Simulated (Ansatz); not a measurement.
## AlCu$_{3}$ (Pm-3m), work and stress of cleavage

Method: DFT PBEsol, scalar-relativistic, plane waves, PAW (Ansatz 0.2.0). Settings: plane waves to 420 eV, k-mesh 13×13×5 (Γ-centred), Gaussian smearing 0.15 eV. No spin polarisation. Energies are free energies at this smearing, counted from the undisturbed cell; pressure is positive in compression.

The starting cell (relaxed at this level; it needn't be the usual structure):

```
Al Cu
1.0
     0.00000   -3.63187    0.00000
     0.00000    0.00000   -3.63187
    10.89561    0.00000    0.00000
Al Cu
3 9
Direct
  0.00000 0.00000 0.24998
  0.00000 0.00000 0.58332
  0.00000 0.00000 0.91665
  0.50000 0.00000 0.08332
  0.50000 0.00000 0.41665
  0.50000 0.00000 0.74998
  0.00000 0.50000 0.08332
  0.00000 0.50000 0.41665
  0.00000 0.50000 0.74998
  0.50000 0.50000 0.91665
  0.50000 0.50000 0.24998
  0.50000 0.50000 0.58332
```

The cut lies on the cell's a–b face, a (1 0 0) plane (indices in the standard cell, whose axes needn't be the Cartesian ones shown) of area 13.19 Å², between layers 1.82 Å apart. Vector c is lengthened by d along the normal with the atoms' Cartesian places fixed: one unrelaxed cut a cell. The traction is positive where the two halves pull on each other.

| d (Å) | energy (J/m²) | traction (GPa) |
| --- | --- | --- |
| 0.00 | 0.00 | -0.1 |
| 0.50 | 0.73 | 22.5 |
| 1.00 | 1.84 | 20.1 |
| 2.00 | 3.17 | 7.3 |
| 3.00 | 3.57 | 1.8 |
| 6.00 | 3.67 | 0.0 |

Problem. What are the work of separation and the cleavage stress, and do they fit the universal binding curve?

Solution. The energy levels off near W ≈ 3.67 J/m² (the traction is down to 0.0 GPa), the energy of the two unrelaxed faces, 1.83 J/m² each on average. The largest sampled traction is 22.5 GPa at d = 0.50 Å, and a parabola through it and its two neighbours peaks at σ_max ≈ 24.5 GPa, d ≈ 0.70 Å. The curve E = W[1 − (1 + d/ℓ)exp(−d/ℓ)] peaks in traction at d = ℓ with σ_max = W/(eℓ); with 1 J/m² per Å = 10 GPa this W and σ_max give ℓ = 0.55 Å. A parabola through that curve at the same three d peaks at 0.67 Å, against 0.70 Å here, a fair fit. Real crystals break at far lower stress, because cracks concentrate it, and on the plane of lowest W, which needn't be this one.

The cut is rigid; relaxing the faces lowers these energies and usually the stresses.

In a metal these slopes depend on the k mesh and the smearing.

Cost: 6 runs of about 26 core-minutes in all, on Arm Neoverse V1 (shared hosts).